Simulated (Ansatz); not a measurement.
Elastic constants of GaAs at 11 GPa (stress–strain coefficients): input and output

Computed with Ansatz, DFT PBEsol, scalar-relativistic, plane waves, PAW.

Launched with:
```bash
ansatz run input.yaml --threads 1 --pin off --max-ram 3072MiB --backend cpu --events-out ev --progress --plain --runs-dir out
```

Input (bare energies are in eV):
```yaml
crystal:
  lattice:
    - [0.0, 2.7184472343, 2.7184472343]
    - [2.7184472343, 0.0, 2.7184472343]
    - [2.7184472343, 2.7184472343, 0.0]
  atoms:
    - { symbol: Ga, position: [0.0, 0.0, 0.0] }
    - { symbol: As, position: [0.75, 0.75, 0.75] }
basis:
  ecutwfc: 420
kpoints:
  mp_grid: { grid: [12, 12, 12] }
hamiltonian:
  xc: pbesol
scf:
  occupations: { method: fixed }
output:
  forces: true
  stress: true
  eigenvalues: true
  polarization: {}
elastic:
  mode: relaxed_ion
  stencil: two_point
```

From the output:
```
--- Elastic constants: 2 strain directions × 2 members + reference (group order 24) ---
  dense FFT box of the reference and of every strained cell: 27×27×27
  strains applied: 11, 23; error gains: componentwise 1.00 (the most a stress slope's error grows in a printed constant), spectral 1.73 (1 for all six strains in a standard setting)
  C = ∂σ_k/∂η_j (tension-positive GPa; Voigt order 11 22 33 23 13 12):
       156.106     96.488     96.488      0.000      0.000     -0.000
        96.488    156.106     96.488      0.000      0.000     -0.000
        96.488     96.488    156.106      0.000      0.000     -0.000
        -0.000     -0.000     -0.000     61.408     -0.000     -0.000
        -0.000     -0.000     -0.000      0.000     61.408      0.000
        -0.000      0.000     -0.000      0.000      0.000     61.408
  reference stress σ⁰ (GPa):    -10.988    -10.988    -10.988     -0.000     -0.000      0.000
  C* (energy form; C + prestress term) asymmetry max|C*_kj − C*_jk| = 2.842e-14 GPa — a small one proves nothing (zero by symmetry where the batch's group is 432, −43m or m−3m); a large one is finite-difference/SCF noise where every solve ...
  moduli (Voigt/Reuss/Hill, GPa): K = 116.36/116.36/116.36   G = 48.77/43.12/45.95   E = 121.81   ν = 0.326
  mechanically stable: yes (min eigenvalue of sym C = 59.62 GPa)
  e, the proper piezoelectric tensor (elastic.mode: relaxed_ion; C/m²; rows x y z; Voigt order 11 22 33 23 13 12):
      -0.00000    0.00000    0.00000   -0.04163   -0.00000    0.00000
       0.00000    0.00000   -0.00000    0.00000   -0.04163    0.00000
       0.00000   -0.00000   -0.00000    0.00000    0.00000   -0.04163
  ±, each entry's uncertainty from the finite density of the strings (C/m²), an estimate: the size of the correction for it that the entry includes:
       0.00000    0.00000    0.00000    0.00389    0.00000    0.00000
       0.00000    0.00000    0.00000    0.00000    0.00389    0.00000
       0.00000    0.00000    0.00000    0.00000    0.00000    0.00389
  the group's symmetry takes up to 3.9e-8 C/m² out of the measured responses: error of the strings' finite density and of the mesh across them, as far as it breaks the symmetry (raise kpoints.mp_grid and any string_points); the largest step ...
  strain η (Voigt 11):  stress-route row diagonal C_11 = 156.11 GPa, energy-path curvature d²(F+E_count+ΔE)/dδ²/Ω₀ = 156.28 GPa
         δ    σ_11 (GPa) F (eV) n_scf n_hpsi n_pw
    -2.000e-3     -11.3005       -8556.6968665       9   65251    817   relax 0 steps, max|allowed force component| 2.78e-17 eV/Å
     2.000e-3     -10.6761       -8556.7078871       9   65090    817   relax 0 steps, max|allowed force component| 2.80e-17 eV/Å
  strain η (Voigt 23):  stress-route row diagonal C_44 = 61.41 GPa, energy-path curvature d²(F+E_count+ΔE)/dδ²/Ω₀ = 66.99 GPa
         δ    σ_23 (GPa) F (eV) n_scf n_hpsi n_pw
    -2.000e-3      -0.1228       -8556.7024218       2   47861    817   relax 3 steps, max|allowed force component| 2.75e-9 eV/Å
     2.000e-3       0.1228       -8556.7024218       2   47944    817   relax 3 steps, max|allowed force component| 9.38e-10 eV/Å
--- Formal polarisation (Berry phase): one branch of a lattice of values; only differences between neighbouring runs are physical ---
  axis mesh electronic ionic p = total spread (rad) least overlap resolved gap  δp at fixed H ≤   (phases in cycles; p mod 1; gap in eV; gap and δp judge the states as solved, not the mesh's step, its ...
  b1    12×12×12        0.50000000    11.25000000    11.75000000      0.249193         0.8259        1.3451           6.5e-6
  b2    12×12×12        0.50000000    11.25000000    11.75000000      0.249193         0.8259        1.3451           6.5e-6
  b3    12×12×12        0.50000000    11.25000000    11.75000000      0.249193         0.8259        1.3451           6.5e-6
  quantum along a1:   0.09568485 e/Å² =   153.304033 µC/cm²
  quantum along a2:   0.09568485 e/Å² =   153.304033 µC/cm²
  quantum along a3:   0.09568485 e/Å² =   153.304033 µC/cm²
  P = (  1.58999607,   1.58999607,   1.58999607) e/Å² = ( 2547.454554,  2547.454554,  2547.454554) µC/cm²  (mod the quanta)
```

Time: 4.5 min on 1 thread of Arm Neoverse V1, on a shared host, peak memory 0.79 GiB.

At this pressure the crystal is close to a known change of phase.